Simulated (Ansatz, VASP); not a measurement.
## SrO: VASP beside Ansatz

```
Sr O
1.0
     0.00000    2.68813    2.94863
     2.68813    0.00000    2.94863
     2.68813    2.68813    0.00000
Sr O
1 1
Direct
  0.00000 0.00000 0.00000
  0.25000 0.25000 0.25000
```

Change from the starting cell: epitaxial_xy strain -3.7%.

Alike in both runs: task single point; functional r2SCAN; k mesh 8 × 8 × 8; no spin polarisation.

|  | VASP | Ansatz |
| --- | --- | --- |
| version | VASP 6.6.1 | Ansatz 0.2.0 |
| potentials or method | VASP PAW PBE potentials, release 64 (Sr_sv, O) | plane waves, PAW |
| plane-wave cutoff (eV) | 520 | 500 |
| occupations | gaussian, width 0.01 eV | fixed |
| valence electrons in the cell | 16 | 16 |

VASP gave:

- gap on the k mesh at the Fermi level (eV): 2.92
- pressure (GPa): 1.6
- largest component of the traceless stress (GPa): 1.05

Problem. What did Ansatz give for the same quantities?

Solution. gap on the k mesh at the Fermi level (eV): 2.91; pressure (GPa): 1.1; largest component of the traceless stress (GPa): 1.09.

Caveats: the PAW data sets were made with another functional, which shifts forces and pressure a little (VASP). A k mesh can miss the band edges.
